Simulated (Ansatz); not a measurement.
# Si2Mo: the cost of one run

Method: DFT PBEsol, scalar-relativistic, plane waves, PAW, in Ansatz 0.2.0.

1 further run of the same task is left out (set aside as unsound or not needed). Runs told in other sessions of the task aren't counted.

**1. Starting point**

Symmetry: P6_222, No. 180, hexagonal system. Conventional cell: a = 4.574 Å, b = 4.574 Å, c = 6.567 Å, α = 90.00°, β = 90.00°, γ = 120.00°. Si (site symmetry 2) is surrounded by 5 Si at 2.55 to 2.66 Å and 5 Mo at 2.56 to 2.66 Å. Mo (site symmetry 222) has 10 Si at 2.56 to 2.66 Å in its first shell of neighbours.

Structure file:

```cif
data_structure
_symmetry_space_group_name_H-M 'P6_222'
_symmetry_Int_Tables_number 180
_cell_length_a 4.5744
_cell_length_b 4.5744
_cell_length_c 6.5666
_cell_angle_alpha 90.000
_cell_angle_beta 90.000
_cell_angle_gamma 120.000
_cell_volume 119.00
loop_
_atom_site_label
_atom_site_type_symbol
_atom_site_symmetry_multiplicity
_atom_site_Wyckoff_symbol
_atom_site_fract_x
_atom_site_fract_y
_atom_site_fract_z
_atom_site_occupancy
Si1 Si 6 j 0.16417 0.83583 0.83333 1
Mo1 Mo 3 d 0.50000 0.00000 0.50000 1
```

It goes back to an entry of the Materials Project, which need not be the stable form.

This cell was relaxed beforehand with the same method: volume 13.22 Å³/atom, gap on the mesh 0.04 eV.

**2. The reference cell**

Reference values: F = -18426.5508 eV; pressure -0.01 GPa; largest force 0.001 eV/Å; gap on the mesh 0.04 eV. It was computed beforehand with the settings of the runs below.

**3. The scan: a frozen normal mode**

Mode 8 of the phonon run on this cell, counted from the lowest, is frozen in: each atom moves by x times its row below, so x is the largest displacement.

```
atom      ux      uy      uz
 Si1   0.102   0.478   0.873
 Si2   0.214   0.510   0.627
 Si3   0.131   0.591   0.245
 Si4   0.102   0.478  -0.873
 Si5   0.214   0.510  -0.627
 Si6   0.131   0.591  -0.245
 Mo7  -0.099  -0.267   0.000
 Mo8  -0.046  -0.318   0.000
 Mo9  -0.117  -0.338   0.000
```

**4. x = -0.200 Å**

input.yaml reads:

```yaml
crystal:
  lattice:
    - [4.5744403908, 0.0, 0.0]
    - [-2.2872201954, 3.9615815865, 0.0]
    - [0.0, 0.0, 6.5665572496]
  atoms:
    - { symbol: Si, position: [0.1476463839, 0.8117100761, 0.8067586239] }
    - { symbol: Si, position: [0.3060973974, 0.1384391949, 0.1475618683] }
    - { symbol: Si, position: [0.8152002133, 0.6418249591, 0.492530089] }
    - { symbol: Si, position: [0.8193102535, 0.1400462066, 0.8599080427] }
    - { symbol: Si, position: [0.6494251364, 0.8101030644, 0.185771465] }
    - { symbol: Si, position: [0.1435363438, 0.29849722, 0.507469911] }
    - { symbol: Mo, position: [0.511067125, 0.0134992045, 0.5] }
    - { symbol: Mo, position: [0.0100608636, 0.5160727857, 0.1666666667] }
    - { symbol: Mo, position: [0.5136407062, 0.5170790472, 0.8333333333] }
basis:
  ecutwfc: 420
kpoints:
  mp_grid: { grid: [12, 12, 6] }
hamiltonian:
  xc: pbesol
scf:
  occupations: { method: gaussian, width: 0.15 }
output:
  forces: true
  stress: true
  eigenvalues: true
```

Run with:

```bash
$ ansatz run input.yaml --threads 2 --pin off --max-ram 5120MiB --backend cpu --events-out ev --progress --plain --runs-dir out
```

Q: Estimate wall time and peak memory on 2 threads of Arm Neoverse V2, shared host.

About 92 s, with a peak of 1.5 GiB.
